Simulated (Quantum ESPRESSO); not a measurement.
**CdSe (Cadmoselite) in Quantum ESPRESSO: the effect of target pressure**

Crystal: CdSe (Cadmoselite).

```
Cd Se
1.0
     4.30000    0.00000    0.00000
    -2.15000    3.72391    0.00000
     0.00000    0.00000    7.02000
Cd Se
2 2
Direct
  0.66667 0.33333 0.50000
  0.33333 0.66667 0.00000
  0.66667 0.33333 0.88500
  0.33333 0.66667 0.38500
```

Alike in all runs:

```yaml
Program: Quantum ESPRESSO 7.5
Task: phonons
Functional: PBE
Potentials_or_basis: GBRV 1.5 PBE
Cutoff: 612 eV
Density_cutoff: 4898 eV
k_mesh: 4 × 4 × 2, shifted
Occupations: fermi-dirac, width 0.05 eV
Spin: no spin polarisation
```

Each run relaxes the cell or the atoms first.

Q: One run gave: relaxed volume 25.57 Å³/atom; highest phonon frequency 224 cm⁻¹. Which target pressure did it use?
A. 10 GPa
B. 0 GPa
C. 80 GPa

A: A.

```tsv
target pressure	relaxed volume (Å³/atom)	highest phonon frequency (cm⁻¹)
0 GPa	29.96	173
10 GPa	25.57	224
80 GPa	17.06	381
```

Caveats: all runs use coarse meshes; some modes are imaginary (some runs); the cell is more than 3 GPa from zero pressure, which shifts response properties (some runs); the mesh is thin for the phonons of a metal (some runs); the volume moved by over 15 % at a fixed basis, so the end points are rough (some runs); the cell relaxed to another space group than the one typed (some runs).
